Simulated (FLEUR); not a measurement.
# TiAl (Pm-3m) in FLEUR: a series of runs

One crystal, TiAl, is run at these levels: PBE; tasks: single point.

Everything below comes from runs of FLEUR MaX-R8.1 (later development tree). Logs are shortened: lines on timing, memory, paths and dates and some standing lists are left out, and cuts for length are marked.

### Step 1. Starting point

Symmetry: Pm-3m, No. 221, cubic system. Conventional cell: a = 3.179 Å, b = 3.179 Å, c = 3.179 Å, α = 90.00°, β = 90.00°, γ = 90.00°. Around Ti (site symmetry m-3m) lie 8 Al at 2.75 Å. Al (site symmetry m-3m) has 8 Ti at 2.75 Å as nearest neighbours.

The cell comes from a database or a generator and needn't be the stable form of this composition.

### Step 2. Single point, PBE

Contents of inp.xml:

```xml
<?xml version="1.0" encoding="UTF-8" standalone="no"?>
<fleurInput fleurInputVersion="0.39">
   <comment>
      TiAl                                                                                                
   </comment>
   <calculationSetup>
      <cutoffs Kmax="3.8" Gmax="11.8" GmaxXC="11.8" numbands="0"/>
      <scfLoop itmax="60" minDistance="0.00001" maxIterBroyd="15" imix="Anderson" alpha="0.05" precondParam="0.0" spinf="2.0" sdNocoIR="T"/>
      <coreElectrons ctail="T" frcor="F" kcrel="0" coretail_lmax="0"/>
      <xcFunctional name="pbe" relativisticCorrections="F"/>
      <magnetism jspins="1"/>
      <soc l_soc="F" theta="0.0" phi="0.0" spav="F"/>
      <expertModes spex="0" secvar="F"/>
      <geometryOptimization l_f="T" forcealpha="1.0" forcemix="BFGS" epsdisp="0.0005" epsforce="0.0002"/>
      <ldaU l_linMix="F" mixParam="0.05" spinf="1.0"/>
   </calculationSetup>
   <cell>
      <bzIntegration valenceElectrons="23.0" mode="hist" fermiSmearingEnergy="0.00183747">
         <kPointListSelection listName="default-1"/>
         <!-- k-points included here -->
         <xi:include xmlns:xi="http://www.w3.org/2001/XInclude" href="kpts.xml"> </xi:include>
      </bzIntegration>
      <!-- symmetry operations included here -->
      <xi:include xmlns:xi="http://www.w3.org/2001/XInclude" href="sym.xml"> </xi:include>
      <bulkLattice scale="1.0">
         <bravaisMatrix>
            <row-1>    6.0075602925753735     0.0000000000000000     0.0000000000000000</row-1>
            <row-2>    0.0000000000000000     6.0075602925753735     0.0000000000000000</row-2>
            <row-3>    0.0000000000000000     0.0000000000000000     6.0075602925753735</row-3>
         </bravaisMatrix>
      </bulkLattice>
   </cell>
   <atomSpecies>
      <species name="Titanium (Ti)" element="Ti" atomicNumber="22">
         <mtSphere radius="2.48" gridPoints="847" logIncrement="0.014"/>
         <atomicCutoffs lmax="10" lnonsphr="8"/>
         <electronConfig flipSpins="F">
            <coreConfig>(1s1/2) (2s1/2) (2p1/2) (2p3/2)</coreConfig>
            <valenceConfig>(3s1/2) (3p1/2) (3p3/2) (4s1/2) (3d3/2) (3d5/2)</valenceConfig>
            <stateOccupation state="(3d3/2)" spinUp="0.400000" spinDown="0.400000"/>
            <stateOccupation state="(3d5/2)" spinUp="0.600000" spinDown="0.600000"/>
         </electronConfig>
         <energyParameters s="4" p="4" d="3" f="4"/>
         <lo type="SCLO" l="0" n="3" eDeriv="0"/>
         <lo type="SCLO" l="1" n="3" eDeriv="0"/>
         <lo type="SCLO" l="1" n="3" eDeriv="1"/>
         <lo type="SCLO" l="2" n="3" eDeriv="2"/>
         <lo type="SCLO" l="3" n="4" eDeriv="2"/>
      </species>
      <species name="Aluminum (Al)" element="Al" atomicNumber="13">
         <mtSphere radius="2.19" gridPoints="747" logIncrement="0.015"/>
         <atomicCutoffs lmax="9" lnonsphr="7"/>
         <electronConfig flipSpins="F">
            <coreConfig>(1s1/2)</coreConfig>
            <valenceConfig>(2s1/2) (2p1/2) (2p3/2) (3s1/2) (3p1/2) (3p3/2)</valenceConfig>
            <stateOccupation state="(3p1/2)" spinUp="0.166667" spinDown="0.166667"/>
            <stateOccupation state="(3p3/2)" spinUp="0.333333" spinDown="0.333333"/>
         </electronConfig>
         <energyParameters s="3" p="3" d="3" f="4"/>
         <lo type="SCLO" l="0" n="2" eDeriv="0"/>
         <lo type="SCLO" l="1" n="2" eDeriv="0"/>
         <lo type="SCLO" l="2" n="3" eDeriv="2"/>
         <lo type="SCLO" l="3" n="4" eDeriv="2"/>
      </species>
   </atomSpecies>
   <atomGroups>
      <atomGroup species="Titanium (Ti)">
         <relPos label="                   1">.0000000000 .0000000000 .0000000000</relPos>
         <force calculate="T" relaxXYZ="TTT"/>
      </atomGroup>
      <atomGroup species="Aluminum (Al)">
         <relPos label="                   2">1.000/2.000 1.000/2.000 1.000/2.000</relPos>
         <force calculate="T" relaxXYZ="TTT"/>
      </atomGroup>
   </atomGroups>
   <output dos="F" band="F" slice="F">
      <checks vchk="F" cdinf="F"/>
      <bandDOS minEnergy="-.5*Htr" maxEnergy="0.5*Htr" sigma="0.015" storeEVData="T"/>
      <vacuumDOS vacdos="F" integ="F" star="F" nstars="0" locx1="0.0" locy1="0.0" locx2="0.0" locy2="0.0" nstm="0" tworkf="0.0"/>
      <unfoldingBand unfoldBand="F" supercellX="1" supercellY="1" supercellZ="1"/>
      <plotting iplot="0" polar="F">
         <plot TwoD="T" vec1="  1.0  0.0  0.0" vec2="  0.0  1.0  0.0" vec3="  0.0  0.0  1.0" zero="  0.0  0.0  0.0" file="plot"/>
      </plotting>
      <chargeDensitySlicing numkpt="0" minEigenval="0.0" maxEigenval="0.0" nnne="0" pallst="F"/>
      <specialOutput eonly="F"/>
      <moessbauerParams electricFieldGradient="T" isomerShift="T" coreHyperfine="T" valenceHyperfine="T"/>
      <magneticCircularDichroism mcd="F" energyLo="-10.0" energyUp="0.0"/>
   </output>
  <!-- We include the file relax.xml here to enable relaxations (see documentation) -->
  <xi:include xmlns:xi="http://www.w3.org/2001/XInclude" href="relax.xml"> <xi:fallback/> </xi:include>
</fleurInput>
```

Contents of crystal.txt:

```
TiAl
&input cartesian=F /
3.1790640000  0.0000000000  0.0000000000
0.0000000000  3.1790640000  0.0000000000
0.0000000000  0.0000000000  3.1790640000
1.8897261246
1.0 1.0 1.0

2
22 0.0000000000  0.0000000000  0.0000000000
13 0.5000000000  0.5000000000  0.5000000000

&kpt div1=8 div2=8 div3=8 gamma=T /
```

Potentials or basis: all-electron, FLAPW.

Run with:

```console
$ inpgen -f crystal.txt -profile fastHighL
$ # inp.xml edited to the form shown
$ fleur_MPI
```

The log of the run:

```text
Welcome to FLEUR        (www.flapw.de)
      MaX-Release 8.1          (www.max-centre.eu)

 ========== k-point set info ==========
 Selected k-point list: default-1
 k-point list type: mesh
 8 x 8 x 8
 Number of k points: 35

 ------------Calculation Setup---------------------------
 Number of MPI-tasks      :            1
 Number of PE/node        :            1
 Number of OMP-threads    :            1
 Most efficient MPI parallelization for:
           1           5           7          35
 Additional eigenvalue parallelization possible
 Number of basis functions:          281
 Approximate size of matrices (H+S) per k-point:         0.001 GB
 --------------------------------------------------------
 Iteration:     1   Distance:       6.46235165 me/bohr^3
 Iteration:     2   Distance:       5.96416156 me/bohr^3
 Iteration:     3   Distance:       3.44872388 me/bohr^3
 Iteration:     4   Distance:       1.54164370 me/bohr^3
 Iteration:     5   Distance:       1.00487766 me/bohr^3
 Iteration:     6   Distance:       0.12254649 me/bohr^3
 Iteration:     7   Distance:       0.16136050 me/bohr^3
 Iteration:     8   Distance:       0.03732807 me/bohr^3
 Iteration:     9   Distance:       0.01666315 me/bohr^3
 Iteration:    10   Distance:       0.00919678 me/bohr^3
 Iteration:    11   Distance:       0.00028278 me/bohr^3
 Iteration:    12   Distance:       0.00043224 me/bohr^3
 Iteration:    13   Distance:       0.00001237 me/bohr^3
 Iteration:    14   Distance:       0.00001263 me/bohr^3
 Iteration:    15   Distance:       0.00000037 me/bohr^3

 ********************************************************************
 Run finished successfully
 Stop message:
   Structural relaxation: Done
 ********************************************************************
```

out.xml (last iteration):

```text
<iteration numberForCurrentRun="   16" overallNumber="   16">
         <energyParameters units="Htr">
            <atomicEP atomType="1" spin="1" branch="4s" branchLowest="-1.75" branchHighest="1.98" value="0.2035871039"/>
            <atomicEP atomType="1" spin="1" branch="4p" branchLowest="-0.85" branchHighest="2.46" value="0.3147025072"/>
            <atomicEP atomType="1" spin="1" branch="3d" branchLowest="-9.99" branchHighest="0.55" value="0.3241935807"/>
            <atomicEP atomType="1" spin="1" branch="4f" branchLowest="-9.99" branchHighest="2.92" value="0.5985953050"/>
            <loAtomicEP atomType="1" spin="1" branch="3s" branchLowest="-19.20" branchHighest="-1.75" value="-1.7665689224"/>
            <loAtomicEP atomType="1" spin="1" branch="3p" branchLowest="-15.79" branchHighest="-0.85" value="-0.8955511477"/>
            <loAtomicEP atomType="1" spin="1" branch="3p" branchLowest="-15.79" branchHighest="-0.85" value="-0.8955511477"/>
            <loAtomicEP atomType="1" spin="1" branch="3d" branchLowest="-9.99" branchHighest="0.55" value="0.3238231634"/>
            <loAtomicEP atomType="1" spin="1" branch="4f" branchLowest="-9.99" branchHighest="2.92" value="0.5985974549"/>
            <atomicEP atomType="2" spin="1" branch="3s" branchLowest="-3.46" branchHighest="1.50" value="0.0788539403"/>
            <atomicEP atomType="2" spin="1" branch="3p" branchLowest="-2.04" branchHighest="1.93" value="0.2285957036"/>
            <atomicEP atomType="2" spin="1" branch="3d" branchLowest="-9.99" branchHighest="2.18" value="0.4020197376"/>
            <atomicEP atomType="2" spin="1" branch="4f" branchLowest="-9.99" branchHighest="4.21" value="0.5679426135"/>
            <loAtomicEP atomType="2" spin="1" branch="2s" branchLowest="-55.01" branchHighest="-3.46" value="-3.4598962068"/>
            <loAtomicEP atomType="2" spin="1" branch="2p" branchLowest="-9.99" branchHighest="-2.04" value="-2.0435669572"/>
            <loAtomicEP atomType="2" spin="1" branch="3d" branchLowest="-9.99" branchHighest="2.18" value="0.4020197829"/>
            <loAtomicEP atomType="2" spin="1" branch="4f" branchLowest="-9.99" branchHighest="4.21" value="0.5679460331"/>
         </energyParameters>
         <eigenvalues>
            <eigenvaluesAt spin="1" ikpt="1" k_x="0.00000000" k_y="0.00000000" k_z="0.00000000">
                      -3.4598966775       -2.0434469491       -2.0434469491       -2.0434469491       -1.7673768669
                      -0.8930901318       -0.8930901318       -0.8930901318       -0.0182454419        0.2697094305
                       0.2697094305        0.3891763684        0.3891763684        0.3891763684        0.4846801298
                       0.4846801298        0.4846801298        0.6460254601
            </eigenvaluesAt>
            <eigenvaluesAt spin="1" ikpt="2" k_x="0.00000000" k_y="0.00000000" k_z="0.12500000">
                      -3.4598952989       -2.0434589964       -2.0434398336       -2.0434398336       -1.7672958097
                      -0.8940206745       -0.8930080349       -0.8930080349       -0.0091181700        0.2641184544
                       0.2737704479        0.3751157452        0.3751157452        0.3902405887        0.4532922176
                       0.5055098212        0.5055098212        0.6342016950
            </eigenvaluesAt>
            <eigenvaluesAt spin="1" ikpt="3" k_x="0.00000000" k_y="0.00000000" k_z="0.25000000">
                      -3.4598934118       -2.0435036750       -2.0434383479       -2.0434383479       -1.7671000305
                      -0.8962573081       -0.8928145420       -0.8928145420        0.0174760077        0.2352515912
                       0.2844177228        0.3516488397        0.3516488397        0.3928532147        0.4236169247
                       0.5500868819        0.5500868819        0.6049978641
            </eigenvaluesAt>
            <eigenvaluesAt spin="1" ikpt="4" k_x="0.00000000" k_y="0.00000000" k_z="0.37500000">
                      -3.4598910387       -2.0435422764       -2.0434340554       -2.0434340554       -1.7669035226
                      -0.8984684173       -0.8926191533       -0.8926191533        0.0590850362        0.1803225258
                       0.2966863510        0.3344488553        0.3344488553        0.3955375413        0.4260242415
                       0.5748723881        0.6049718095        0.6049718095
            </eigenvaluesAt>
         </eigenvalues>
         <bandgap value="0.0032042366" units="eV"/>
         <sumValenceSingleParticleEnergies value="-26.6232587123" units="Htr"/>
         <FermiEnergy value="0.3227473158" units="Htr"/>
         <valenceDensity>
            <mtCharges spin="1">
               <mtCharge atomType="1" total="10.5648523" s="2.2503140" p="6.2200835" d="2.0805031" f="0.0128477"/>
               <mtCharge atomType="2" total="9.2725095" s="2.5794972" p="6.6078478" d="0.0777706" f="0.0064975"/>
            </mtCharges>
            <spinDependentCharge spin="1" total="23.0000000" interstitial="3.1626382" mtSpheres="19.8373618"/>
            <totalCharge value="23.0000000000"/>
         </valenceDensity>
         <coreStates atomType="     1" atomicNumber=" 22" spin="1" kinEnergy="    793.2466672980" eigValSum="   -489.8621416141" lostElectrons=" 0.000000">
            <state n="1" l="0" j="0.5" energy="-178.3642830491" weight="1.0000000000"/>
            <state n="2" l="0" j="0.5" energy="-19.1960873440" weight="1.0000000000"/>
            <state n="2" l="1" j="0.5" energy="-15.9316502017" weight="1.0000000000"/>
            <state n="2" l="1" j="1.5" energy="-15.7195251061" weight="2.0000000000"/>
         </coreStates>
         <coreStates atomType="     2" atomicNumber=" 13" spin="1" kinEnergy="    159.3047218865" eigValSum="   -110.0139935011" lostElectrons=" 0.000000">
            <state n="1" l="0" j="0.5" energy="-55.0069967505" weight="1.0000000000"/>
         </coreStates>
         <allElectronCharges>
            <spinDependentCharge spin="1" total="35.0000000" interstitial="3.1626382" mtSpheres="31.8373618"/>
            <totalCharge value="35.0000000000"/>
         </allElectronCharges>
         <moessbauerParams unitsHFF="kG" unitsIS="e/bohr^3" unitsEFG="Htr/bohr^2">
            <coreIsomerShift atomType="1" isTotal="8423.90625">
               <shell n="1" l="0" isomerShift="7739.55685"/>
               <shell n="2" l="0" isomerShift="681.81671"/>
               <shell n="2" l="1" isomerShift="2.53269"/>
            </coreIsomerShift>
            <coreIsomerShift atomType="2" isTotal="1403.12794">
               <shell n="1" l="0" isomerShift="1403.12794"/>
            </coreIsomerShift>
            <isomerShift atomType="1" nucleusRadius="0.0000858" averageDensity="8520.61393"/>
            <isomerShift atomType="2" nucleusRadius="0.0000708" averageDensity="1502.05434"/>
            <electricFieldGradient atomType="1" VXX="0.00000" VYY="0.00000" VZZ="0.00000" asymParam="0.00000">
            </electricFieldGradient>
            <electricFieldGradient atomType="2" VXX="0.00000" VYY="0.00000" VZZ="0.00000" asymParam="0.00000">
            </electricFieldGradient>
         </moessbauerParams>
         <totalEnergy                                    value="    -1096.6594087715" units="Htr">
            <sumOfEigenvalues                            value="     -626.4993938276">
               <coreElectrons value="-599.8761351152"/>
               <valenceElectrons value="-26.6232587123"/>
            </sumOfEigenvalues>
            <densityCoulombPotentialIntegral value="-1653.0935715411"/>
            <densityEffectivePotentialIntegral value="-1731.8691877871"/>
            <chargeDenXCDenIntegral value="-60.8699860542"/>
            <FockExchangeEnergyValence value="0.0000000000"/>
            <FockExchangeEnergyCore value="0.0000000000"/>
            <atomTypeDependentContributions atomType="1">
               <electronNucleiInteractionDifferentMTs value="1011.8344707178"/>
               <MadelungTerm value="-9.2245788685"/>
            </atomTypeDependentContributions>
            <atomTypeDependentContributions atomType="2">
               <electronNucleiInteractionDifferentMTs value="287.0866109738"/>
               <MadelungTerm value="-6.4667703461"/>
            </atomTypeDependentContributions>
            <tkbTimesEntropy value="0.0008378710"/>
            <freeEnergy value="-1096.6602466425"/>
            <extrapolationTo0K value="-1096.6598277070"/>
         </totalEnergy>
         <totalForcesOnRepresentativeAtoms units="Htr/bohr">
            <forceTotal atomType="1" x="0.000000" y="0.000000" z="0.000000" F_x="0.00000000" F_y="0.00000000" F_z="0.00000000"/>
            <forceTotal atomType="2" x="3.003780" y="3.003780" z="3.003780" F_x="0.00000000" F_y="0.00000000" F_z="0.00000000"/>
         </totalForcesOnRepresentativeAtoms>
      </iteration>
```

Run time: 36 s. Hardware: 1 thread of Arm Neoverse V1, shared host; peak memory 0.07 GiB.

Results:

* Free energy: -29841.6456 eV
* Band gap on the k mesh: none (metal or under the smearing width)
* Valence electrons inside the program's atomic spheres: Ti 10.56; Al 9.27 (radii Ti 2.48, Al 2.19 bohr)

Levels at points of the mesh, in eV from the Fermi level:
| k point | band 8 | band 9 | band 10 | band 11 | band 12 | band 13 | band 14 | band 15 |
| --- | --- | --- | --- | --- | --- | --- | --- | --- |
| (0.00, 0.00, 0.00) | -33.08 | -9.28 | -1.44 | -1.44 | 1.81 | 1.81 | 1.81 | 4.41 |
| (0.00, 0.00, 0.50) | -33.07 | -6.05 | -5.19 | -0.55 | 0.15 | 0.15 | 2.01 | 2.99 |
| (0.00, 0.50, 0.50) | -33.05 | -5.02 | -2.11 | -2.11 | -1.47 | 0.71 | 0.71 | 2.73 |
| (0.50, 0.50, 0.50) | -33.21 | -3.10 | -3.10 | -3.10 | 0.62 | 2.79 | 2.79 | 2.91 |

Core levels (eV from the Fermi level):
```
atom                                                   levels
1 Ti  1s1/2 -4862.3, 2s1/2 -531.1, 2p1/2 -442.3, 2p3/2 -436.5
2 Al                                            1s1/2 -1505.6
```

### Step 3. Single point, PBE (atoms moved at random, drawn with an rms of 0.05 Å)

inp.xml, as its differences from that of step 2:

```diff
@@ -34,3 +34,3 @@
       <species name="Titanium (Ti)" element="Ti" atomicNumber="22">
-         <mtSphere radius="2.48" gridPoints="847" logIncrement="0.014"/>
+         <mtSphere radius="2.48" gridPoints="839" logIncrement="0.014"/>
          <atomicCutoffs lmax="10" lnonsphr="8"/>
@@ -50,3 +50,3 @@
       <species name="Aluminum (Al)" element="Al" atomicNumber="13">
-         <mtSphere radius="2.19" gridPoints="747" logIncrement="0.015"/>
+         <mtSphere radius="2.19" gridPoints="741" logIncrement="0.015"/>
          <atomicCutoffs lmax="9" lnonsphr="7"/>
@@ -67,3 +67,3 @@
       <atomGroup species="Titanium (Ti)">
-         <relPos label="                   1">.0000000000 .0000000000 .0000000000</relPos>
+         <relPos label="                   1">-.0011440000 .0075800000 .0017040000</relPos>
          <force calculate="T" relaxXYZ="TTT"/>
@@ -71,3 +71,3 @@
       <atomGroup species="Aluminum (Al)">
-         <relPos label="                   2">1.000/2.000 1.000/2.000 1.000/2.000</relPos>
+         <relPos label="                   2">-.4906950000 -.4935300000 -.4993790000</relPos>
          <force calculate="T" relaxXYZ="TTT"/>
```

crystal.txt, as its differences from that of step 2:

```diff
@@ -9,4 +9,4 @@
 2
-22 0.0000000000  0.0000000000  0.0000000000
-13 0.5000000000  0.5000000000  0.5000000000
+22 -0.0011440000  0.0075800000  0.0017040000
+13 0.5093050000  0.5064700000  0.5006210000
```

Potentials or basis: all-electron, FLAPW.

Run with:

```console
$ inpgen -f crystal.txt -profile fastHighL
$ # inp.xml edited to the form shown
$ fleur_MPI
```

Wall time 14 min (1 thread of Arm Neoverse V1, shared host); peak memory 0.2 GiB.

It converged, with:

```yaml
Free_energy: -29841.6420 eV
Largest_force: 0.213 eV/Å
Band_gap_on_the_k_mesh: none (metal or under the smearing width)
Valence_electrons_inside_the_program's_atomic_spheres: Ti 10.57; Al 9.27 (radii Ti 2.48, Al 2.19 bohr)
```

Forces on the atoms (eV/Å):
```
Ti   0.211 -0.022 -0.022
Al  -0.211  0.022  0.022
```

Levels at points of the mesh, in eV from the Fermi level:
| k point | band 7 | band 8 | band 9 | band 10 | band 11 | band 12 | band 13 | band 14 | band 15 | band 16 |
| --- | --- | --- | --- | --- | --- | --- | --- | --- | --- | --- |
| (0.00, 0.00, 0.00) | -33.08 | -33.08 | -9.28 | -1.44 | -1.44 | 1.81 | 1.81 | 1.81 | 4.41 | 4.41 |
| (0.00, 0.00, 0.50) | -33.07 | -33.07 | -6.05 | -5.19 | -0.55 | 0.15 | 0.15 | 2.01 | 2.99 | 6.51 |
| (0.00, 0.50, 0.00) | -33.07 | -33.07 | -6.05 | -5.19 | -0.55 | 0.15 | 0.15 | 2.01 | 2.99 | 6.51 |
| (0.00, 0.50, 0.50) | -33.23 | -33.05 | -5.02 | -2.11 | -2.11 | -1.47 | 0.71 | 0.71 | 2.73 | 4.71 |
| (0.50, 0.00, 0.00) | -33.07 | -33.07 | -6.05 | -5.19 | -0.55 | 0.15 | 0.15 | 2.01 | 2.99 | 6.51 |
| (0.50, 0.00, 0.50) | -33.23 | -33.05 | -5.02 | -2.12 | -2.11 | -1.46 | 0.71 | 0.71 | 2.73 | 4.71 |
| (0.50, 0.50, 0.00) | -33.23 | -33.05 | -5.02 | -2.12 | -2.11 | -1.46 | 0.71 | 0.71 | 2.73 | 4.71 |
| (0.50, 0.50, 0.50) | -33.21 | -33.21 | -3.10 | -3.09 | -3.09 | 0.62 | 2.79 | 2.80 | 2.91 | 2.91 |

Core levels (eV from the Fermi level):
```tsv
atom	levels
1 Ti	1s1/2 -4862.3, 2s1/2 -531.1, 2p1/2 -442.3, 2p3/2 -436.5
2 Al	1s1/2 -1505.6
```
